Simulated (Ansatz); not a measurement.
Au:

```
CELL_PARAMETERS angstrom
0.00000 2.03500 2.03500
2.03500 0.00000 2.03500
2.03500 2.03500 0.00000
ATOMIC_POSITIONS crystal
Au 0.00000 0.00000 0.00000
```

Base run:

| Item | Value |
| --- | --- |
| Program | Ansatz 0.2.0 |
| Functional | PBEsol |
| Potentials or basis | all-electron LAPW, non-relativistic |
| Cutoff | 250 eV |
| Density cutoff | 999 eV |
| Basis error allowed | 0.001 eV/atom |
| k mesh | 11 × 11 × 11 |
| Occupations | fermi-dirac, width 0.05 eV |
| Spin | no spin polarisation |

Its results: pressure 28.7 GPa.

Q: The run is repeated on the same cell with these changes: potentials or basis from all-electron LAPW, non-relativistic to all-electron LAPW, scalar-relativistic. What comes out?

A: Pressure 1.7 GPa.

Caveats: a pressure of tens of GPa on the cell as given is suspect, and the run, the potentials or the cell itself is likely at fault (some runs); relativity is left out, which matters for the heavier elements (some runs).

Not every run made on this cell is shown here.
